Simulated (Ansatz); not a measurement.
## LiF (Fm-3m): G0W0 and the choice of datasets

```cif
data_structure
_symmetry_space_group_name_H-M 'P 1'
_symmetry_Int_Tables_number 1
_cell_length_a 2.8468
_cell_length_b 2.8468
_cell_length_c 2.8468
_cell_angle_alpha 60.000
_cell_angle_beta 60.000
_cell_angle_gamma 60.000
_cell_volume 16.31
loop_
_atom_site_label
_atom_site_type_symbol
_atom_site_fract_x
_atom_site_fract_y
_atom_site_fract_z
_atom_site_occupancy
Li1 Li 0.00000 0.00000 0.00000 1
F1 F 0.50000 0.50000 0.50000 1
```

Held fixed (Ansatz):

- orbitals: r²SCAN
- k mesh: 4×4×4
- empty bands: 105
- response cutoff: 200 eV
- frequencies: contour deformation
- q → 0 term: analytic weight of Carrier, Rohra and Görling
- band sums: cut at the band count

The gap is read direct at Γ, linearised, between the Kohn-Sham band edges among the points solved. The direct gap is read between the top filled and lowest empty Kohn-Sham band at Γ. ε∞ is the electronic dielectric constant on this mesh.

Taking all-electron, 3300 eV as the reference, which of the others (hard PAW, 700 eV; hand-made PAW, accurate, 1300 eV; hand-made PAW, 1050 eV; JTH PAW, 700 eV; soft PAW (1st gen.), 500 eV; norm-conserving, 1143 eV) gives the gap farthest from it?

Farthest from all-electron, 3300 eV in the G0W0 gap: norm-conserving, 1143 eV (-0.38 eV). The nearest differs by 0.001 eV.

```json
{"datasets, wave cutoff": "all-electron, 3300 eV", "KS gap (eV)": "10.07", "G0W0 gap (eV)": "13.97", "direct at Γ (eV)": "13.97", "ε∞": "1.9"}
{"datasets, wave cutoff": "hard PAW, 700 eV", "KS gap (eV)": "10.07", "G0W0 gap (eV)": "13.97", "direct at Γ (eV)": "13.97", "ε∞": "1.9"}
{"datasets, wave cutoff": "hand-made PAW, accurate, 1300 eV", "KS gap (eV)": "10.07", "G0W0 gap (eV)": "13.98", "direct at Γ (eV)": "13.98", "ε∞": "1.9"}
{"datasets, wave cutoff": "hand-made PAW, 1050 eV", "KS gap (eV)": "10.07", "G0W0 gap (eV)": "13.98", "direct at Γ (eV)": "13.98", "ε∞": "1.9"}
{"datasets, wave cutoff": "JTH PAW, 700 eV", "KS gap (eV)": "10.06", "G0W0 gap (eV)": "13.87", "direct at Γ (eV)": "13.87", "ε∞": "1.9"}
{"datasets, wave cutoff": "soft PAW (1st gen.), 500 eV", "KS gap (eV)": "10.08", "G0W0 gap (eV)": "13.93", "direct at Γ (eV)": "13.93", "ε∞": "1.9"}
{"datasets, wave cutoff": "norm-conserving, 1143 eV", "KS gap (eV)": "9.86", "G0W0 gap (eV)": "13.59", "direct at Γ (eV)": "13.59", "ε∞": "1.9"}
```

The cell is a model at fixed atoms and needn't be the relaxed known crystal. The PAW or pseudopotential files were made with PBE. Soft PAW datasets can miss an all-electron G0W0 gap by more than 5 %. With norm-conserving pseudopotentials the core–valence exchange is only approximate, which can shift gaps by tenths of an eV and RPA lattice constants by most of a per cent. The mesh is coarse, so these are values at the stated settings, not converged ones. Band sums or response are cut, so the gap isn't at its basis limit. With r²SCAN or HSE06 the Kohn-Sham levels are generalised ones.
